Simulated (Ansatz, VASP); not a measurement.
# Si2W in VASP and in Ansatz

Contents of INCAR:

```
SYSTEM = Si2W
  PREC = Accurate
  ENCUT = 520
  EDIFF = 1E-6
  ISMEAR = 0
  SIGMA = 0.03
  LREAL = .FALSE.
  LASPH = .TRUE.
  NELM = 60
  ALGO = Normal
  ISIF = 2
  LWAVE = .FALSE.
  LCHARG = .TRUE.
  GGA = PE
  LELF = .TRUE.
  LVHAR = .TRUE.
  NBANDS = 43
```

Contents of KPOINTS:

```
Automatic mesh
0
G
  9 9 6
  0 0 0
```

Contents of POSCAR:

```
Si2W
1.0
    4.6143995253      0.0000000000      0.0000000000
   -2.3071997627      3.9961872121      0.0000000000
    0.0000000000      0.0000000000      6.6468916183
Si W
6 3
Direct
    0.8363432358      0.6726864716      0.5000000000
    0.1636567642      0.8363432358      0.8333333333
    0.6726864716      0.8363432358      0.1666666667
    0.1636567642      0.3273135284      0.5000000000
    0.8363432358      0.1636567642      0.8333333333
    0.3273135284      0.1636567642      0.1666666667
    0.0000000000      0.5000000000      0.1666666667
    0.5000000000      0.5000000000      0.8333333333
    0.5000000000      0.0000000000      0.5000000000
```

Input for Ansatz:

```yaml
crystal:
  lattice:
    - [4.6143995253, 0.0, 0.0]
    - [-2.3071997627, 3.9961872121, 0.0]
    - [0.0, 0.0, 6.6468916183]
  atoms:
    - { symbol: Si, position: [0.8363432358, 0.6726864716, 0.5] }
    - { symbol: Si, position: [0.1636567642, 0.8363432358, 0.8333333333] }
    - { symbol: Si, position: [0.6726864716, 0.8363432358, 0.1666666667] }
    - { symbol: Si, position: [0.1636567642, 0.3273135284, 0.5] }
    - { symbol: Si, position: [0.8363432358, 0.1636567642, 0.8333333333] }
    - { symbol: Si, position: [0.3273135284, 0.1636567642, 0.1666666667] }
    - { symbol: W, position: [0.0, 0.5, 0.1666666667] }
    - { symbol: W, position: [0.5, 0.5, 0.8333333333] }
    - { symbol: W, position: [0.5, 0.0, 0.5] }
basis:
  ecutwfc: 420
kpoints:
  mp_grid: { grid: [9, 9, 6] }
hamiltonian:
  xc: pbe
  pseudopotentials: { kind: paw, azcp: { folder: soft_1 } }
scf:
  occupations: { method: gaussian, width: 0.03 }
output:
  forces: true
  stress: true
  eigenvalues: true
  write_density: true
  write_potential: true
  elf: true
  volumetric_format: npy
```

Measurements of this composition are mostly on another form, of space group No. 139.

Alike in both runs: task single point; functional PBE; k mesh 9 × 9 × 6; occupations gaussian, width 0.03 eV; no spin polarisation.

```csv
,VASP,Ansatz
version,VASP 6.6.1,Ansatz 0.2.0
potentials or method,"VASP PAW PBE potentials, release 64 (Si, W_sv)","scalar-relativistic, plane waves, PAW"
plane-wave cutoff (eV),520,420
valence electrons in the cell,66,66
```

```csv
,VASP,Ansatz,Ansatz less VASP
gap on the k mesh at the Fermi level (eV),0.14,0.14,0.000
least direct gap on the mesh (eV),0.67,0.67,0.000
pressure (GPa),0.0,0.0,-0.03
```

Caveats: spin-orbit coupling is left out, which moves the levels of the heavy elements; an odd mesh through Γ misses points on the zone boundary, where band edges often lie.
